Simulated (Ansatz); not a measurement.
A plane-wave DFT run in Ansatz 0.2.0 (scalar-relativistic PAW potentials unless the input names others): input and command.

```yaml
crystal:
  lattice:
    - [-4.5213058349, 4.5213058349, 0.0]
    - [0.0, 4.5213058349, -4.5213058349]
    - [-4.5213058349, 0.0, -4.5213058349]
  atoms:
    - { symbol: Mg, position: [0.0, 0.5, 0.5] }
    - { symbol: Mg, position: [0.0, 0.0, 0.5] }
    - { symbol: Mg, position: [0.0, 0.5, 0.0] }
    - { symbol: Mg, position: [0.0, 0.0, 0.0] }
    - { symbol: Mg, position: [0.5, 0.5, 0.5] }
    - { symbol: Mg, position: [0.5, 0.0, 0.5] }
    - { symbol: Mg, position: [0.5, 0.5, 0.0] }
    - { symbol: Mg, position: [0.5, 0.0, 0.0] }
basis:
  ecutwfc: 420
kpoints:
  mp_grid: { grid: [8, 8, 8] }
hamiltonian:
  xc: pbe
scf:
  occupations: { method: fixed }
  max_iter: 50
output:
  forces: true
  eigenvalues: true
  stress: true
```

```bash
ansatz run input.yaml --threads 1 --pin off --max-ram 2560MiB --backend cpu --events-out ev --progress --plain --runs-dir out
```

Abridged log:
```
Basis set: ecut = 420 eV, 3695 PW (Γ), exchange–correlation on 90×90×90 points (8 copies of the dense FFT grid, shifted against one another)
Bands: 48, of which v1, the nominal top of the filled ones, is band 40 counted from 1 (39 counted from 0)
Symmetry: 384 space group operations
k-points: 29 of 512
SCF iter   1: F=—  HF=-15389.625575 eV  |F-HF|=—  |Δ(HF+E_count)|=         —  Δρ=6.39e-4  dr2=7.75e-4  ethr=1.77e-3  ⟨swp⟩=4.9  Hψ=5111  notcnv=0  defer=155
SCF iter   2: F=—  HF=-15389.625594 eV  |F-HF|=—  |Δ(HF+E_count)|=   1.83e-5  Δρ=4.17e-4  dr2=3.59e-4  ethr=9.69e-7  ⟨swp⟩=2.2  Hψ=2395  notcnv=0  defer=149
SCF iter   3: F=—  HF=-15389.625713 eV  |F-HF|=—  |Δ(HF+E_count)|=   1.20e-4  Δρ=5.52e-5  dr2=3.08e-6  ethr=4.49e-7  ⟨swp⟩=2.0  Hψ=1559  notcnv=0  defer=134
SCF iter   4: F=—  HF=-15389.625734 eV  |F-HF|=—  |Δ(HF+E_count)|=   2.01e-5  Δρ=1.49e-5  dr2=1.66e-7  ethr=3.86e-9  ⟨swp⟩=2.0  Hψ=2409  notcnv=0  defer=73
SCF iter   5: F=-15389.625733 eV  HF=-15389.625733 eV  |F-HF|=1.12e-8  |Δ(HF+E_count)|=   6.15e-8  Δρ=4.12e-6  dr2=1.53e-8  ethr=2.07e-10  ⟨swp⟩=2.0  Hψ=2492  notcnv=0  defer=73
SCF iter   6: F=-15389.625733 eV  HF=-15389.625733 eV  |F-HF|=2.71e-10  |Δ(HF+E_count)|=   4.43e-8  Δρ=5.10e-7  dr2=3.02e-10  ethr=1.91e-11  ⟨swp⟩=9.0  Hψ=6517  notcnv=0
SCF 1 converged in 6 iterations: F = -15389.625733 eV  dr2 = 3.02e-10
SCF converged after 6 iterations
Free energy (F): -15389.625733 eV
Harris-Foulkes:  -15389.625733 eV  (|F-HF|=2.71e-10)
Internal energy: -15389.625733 eV  (E = F + TS)
E sigma→0 (E₀):  -15389.625733 eV
Fermi energy:    7.028481 eV
--- Forces (eV/Å), atoms counted from 1 ---
  atom   1  Mg     0.00000000     0.00000000     0.00000000
  atom   2  Mg     0.00000000     0.00000000     0.00000000
  atom   3  Mg     0.00000000     0.00000000     0.00000000
  atom   4  Mg     0.00000000     0.00000000     0.00000000
  atom   5  Mg     0.00000000     0.00000000     0.00000000
  atom   6  Mg     0.00000000     0.00000000     0.00000000
  atom   7  Mg     0.00000000     0.00000000     0.00000000
  atom   8  Mg     0.00000000     0.00000000     0.00000000
--- Stress (GPa, compression-positive) ---
       -0.013539       0.000000       0.000000
        0.000000      -0.013539       0.000000
        0.000000       0.000000      -0.013539
  P = ⅓ Tr σ = -0.0135 GPa (-0.135 kbar)
```

Find the fault.

The fault is fixed occupations on a metal: they fill the same number of bands at every k-point, while the true filling differs from point to point (scf.occupations: {"method": "gaussian", "width": 0.1} → {"method": "fixed"}, the first being the value of the sound run). Setting it back cures it. The log, from which this was withheld above, says: «WARN: a fill by count may have filled part of one level: at k-index 5 the highest filled band, 5.104641 eV, and the lowest empty band, 5.104641 eV, stand 8.882e-16 eV apart, within the solve's uncertainty, 3.162e-4 eV. If they are one level, whatever splits it, however little, can move the result. A smearing (`scf.occupations.method` with a `width`) well over the split that the run's distortions make …» The run converged all the same, with an energy at zero smearing 84.74 meV/atom above the reference's, pressure -0.01 GPa, largest force 0.000 eV/Å, no gap on the mesh, so convergence alone doesn't show that an input is right. A reference run on usual settings, whose relaxation ended at this geometry, converged, and the end of its own relaxation has pressure 0.03 GPa, largest force 0.000 eV/Å, no gap on the mesh.

Time: 11 s on 1 thread of Arm Neoverse V2 (shared host), peak memory 0.51 GiB.